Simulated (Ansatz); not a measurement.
Runs of Ansatz 0.2.0 on CdSe. Symmetry: F-43m, No. 216, cubic system. Conventional cell: a = 6.141 Å, b = 6.141 Å, c = 6.141 Å, α = 90.00°, β = 90.00°, γ = 90.00°. Cd (site symmetry -43m) is surrounded by 4 Se at 2.66 Å. Around Se (site symmetry -43m) lie 4 Cd at 2.66 Å. Measurements of this composition are mostly on another form, of space group No. 186.

```tsv
task	level	spin	cell	k mesh	smearing	points for each segment of the path	atoms under strain	gap on the mesh (eV)	pressure (GPa)	relaxed volume (Å³/atom)
band structure	PBEsol	SOC, no magnetisation	as given	6 × 6 × 6	fermi-dirac 0.05 eV	14	-	(b)	-1.4	-
relaxation of cell and atoms	PBE+D4	off	relaxed	8 × 8 × 8	fermi-dirac 0.05 eV	-	-	0.58	0.0	28.55
elastic constants	PBEsol	off	as given	6 × 6 × 6	fixed	-	relaxed	0.42	-1.4	-
relaxation of cell and atoms	PBE+D3(BJ)	off	relaxed	8 × 8 × 8	fermi-dirac 0.05 eV	-	-	0.58	0.0	28.54
relaxation of cell and atoms	LDA	off	relaxed	8 × 8 × 8	fermi-dirac 0.05 eV	-	-	(a)	0.0	27.11
```

Alike in all rows: potentials or basis Ansatz PAW; cutoff (eV) 420.

Problem. Estimate the missing entries.

Solution. (a) 0.40; (b) 0.30.

Caveats: the PAW data sets come from PBE, with cores solved anew for the run's functional, which leaves a small shift of forces and pressure (some runs); the plane-wave basis is chosen anew once the cell has moved, so the energies of steps on either side of that aren't comparable (some runs).

A k mesh can miss the band edges, and rows without SOC leave out spin-orbit coupling on Cd, Se.
